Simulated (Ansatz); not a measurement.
# Al: the cost of one run

Computed with Ansatz 0.2.0 (DFT PBE+D3(BJ), scalar-relativistic, plane waves, PAW, unless a step's input says otherwise).

### Step 1. The system as given

The structure is cubic, space group Fm-3m (No. 225). Conventional cell: a = 4.048 Å, b = 4.048 Å, c = 4.048 Å, α = 90.00°, β = 90.00°, γ = 90.00°. Around Al (site symmetry m-3m) lie 12 Al at 2.86 Å.

Coordinates:

```xyz
16
Lattice="4.0480 4.0480 -4.0480 -4.0480 -4.0480 -4.0480 -4.0480 4.0480 4.0480" Properties=species:S:1:pos:R:3 pbc="T T T"
Al   -2.0240   -2.0240   -4.0480
Al    0.0000    0.0000   -4.0480
Al    2.0240    2.0240   -4.0480
Al   -2.0240    2.0240   -4.0480
Al   -4.0480   -2.0240   -2.0240
Al   -2.0240    0.0000   -2.0240
Al    0.0000    2.0240   -2.0240
Al    2.0240    4.0480   -2.0240
Al    0.0000    0.0000    0.0000
Al   -4.0480    2.0240   -2.0240
Al   -2.0240    4.0480   -2.0240
Al   -4.0480    0.0000    0.0000
Al   -2.0240    2.0240    0.0000
Al    0.0000    4.0480    0.0000
Al   -4.0480    2.0240    2.0240
Al   -2.0240    4.0480    2.0240
```

No relaxation comes first: the listed cell is the starting point.

### Step 2. Reference: the perfect supercell

input.yaml

```yaml
crystal:
  lattice:
    - [4.04796, 4.04796, -4.04796]
    - [-4.04796, -4.04796, -4.04796]
    - [-4.04796, 4.04796, 4.04796]
  atoms:
    - { symbol: Al, position: [0.25, 0.75, 0.0] }
    - { symbol: Al, position: [0.5, 0.5, 0.0] }
    - { symbol: Al, position: [0.75, 0.25, 0.0] }
    - { symbol: Al, position: [0.75, 0.75, 0.5] }
    - { symbol: Al, position: [0.0, 0.75, 0.25] }
    - { symbol: Al, position: [0.25, 0.5, 0.25] }
    - { symbol: Al, position: [0.5, 0.25, 0.25] }
    - { symbol: Al, position: [0.75, 0.0, 0.25] }
    - { symbol: Al, position: [0.0, 0.0, 0.0] }
    - { symbol: Al, position: [0.5, 0.75, 0.75] }
    - { symbol: Al, position: [0.75, 0.5, 0.75] }
    - { symbol: Al, position: [0.0, 0.5, 0.5] }
    - { symbol: Al, position: [0.25, 0.25, 0.5] }
    - { symbol: Al, position: [0.5, 0.0, 0.5] }
    - { symbol: Al, position: [0.0, 0.25, 0.75] }
    - { symbol: Al, position: [0.25, 0.0, 0.75] }
  symmetry: { detect: false }
basis:
  ecutwfc: 420
kpoints:
  mp_grid: { grid: [2, 2, 2], shift: [0.5, 0.5, 0.5] }
hamiltonian:
  xc: pbe
  dispersion: d3bj
scf:
  occupations: { method: gaussian, width: 0.1 }
output:
  forces: true
  stress: true
  eigenvalues: true
```

Command:

```
$ ansatz run input.yaml --threads 4 --pin off --max-ram 5120MiB --backend cpu --events-out ev --progress --plain --runs-dir out
```

What time and memory should one allow on 4 threads of Arm Neoverse N1, shared host?

About 2 s, with a peak of 0.54 GiB.
